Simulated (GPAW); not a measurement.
Runs of GPAW 26.7.0 on BP. The structure is cubic, space group F-43m (No. 216). Conventional cell: a = 4.538 Å, b = 4.538 Å, c = 4.538 Å, α = 90.00°, β = 90.00°, γ = 90.00°. P (site symmetry -43m) is surrounded by 4 B at 1.97 Å. B (site symmetry -43m) is surrounded by 4 P at 1.97 Å. 

| task | level | potentials or basis | k mesh | cutoff (eV) | smearing | maxiter | response ecut | response k mesh | response bands | kernels | other keys | gap on the mesh (eV) | pressure (GPa) | V0 of scaled cells (Å³/atom) | B0 (GPa) |
| --- | --- | --- | --- | --- | --- | --- | --- | --- | --- | --- | --- | --- | --- | --- | --- |
| equation of state | PW91+D3(BJ) | PAW data sets generated in the run's folder for this functional, pw | 10 × 10 × 10 | 800 | fermi-dirac 0.05 eV | 150 | - | - | - | - | - | - | - | 11.56 | 167 |
| band structure | LDA | JTH PAW 2.0, LDA, pw | 10 × 10 × 10 | 800 | fermi-dirac 0.05 eV | 150 | - | - | - | - | - | (c) | -5.7 | - | - |
| equation of state | BP86 | PAW data sets generated in the run's folder for this functional, pw | 10 × 10 × 10 | 800 | fermi-dirac 0.05 eV | 150 | - | - | - | - | - | - | - | 11.89 | (b) |
| band structure | AM05 | PAW data sets generated in the run's folder for this functional, pw | 10 × 10 × 10 | 800 | fermi-dirac 0.05 eV | 150 | - | - | - | - | - | 1.15 | -2.0 | - | - |
| band structure | optB88-vdW | GPAW PAW data sets (gpaw-data 1.2.1), pw | 10 × 10 × 10 | 800 | fermi-dirac 0.05 eV | 150 | - | - | - | - | - | 1.39 | - | - | - |
| one-shot levels on a semilocal density | TPSS | GPAW PAW data sets (gpaw-data 1.2.1), pw | 7 × 7 × 7 | 550 | fermi-dirac 0.05 eV | 50 | - | - | - | - | several, not listed | 1.29 | - | - | - |
| one-shot levels of the hybrid HSE06 | LDA | the program's PAW data sets (release 1.2.1) made for this functional, pw | 6 × 6 × 6 | 600 | fermi-dirac 0.05 eV | 150 | - | - | - | - | - | (d) | (a) | - | - |
| band structure | optPBE-vdW | GPAW PAW data sets (gpaw-data 1.2.1), pw | 10 × 10 × 10 | 800 | fermi-dirac 0.05 eV | 150 | - | - | - | - | - | 1.39 | - | - | - |

Alike in all rows: no spin polarisation; cell as given.

Question: Estimate the missing entries.

Answer: (a) -4.9; (b) 158; (c) 1.19; (d) 1.30.

Caveats: the PAW data sets were made with another functional, which shifts forces and pressure a little (some runs); energy and the plain gap are those of the semilocal run (some runs); the hybrids' values are one shot on its orbitals and mesh (some runs); the program truncates these outside data sets (some runs); an odd mesh through Γ misses points on the zone boundary, where band edges often lie (some runs); the cutoff is short for stress and forces, so pressures can be off by a GPa or more (some runs).

Runs at the PBE level aren't shown here.
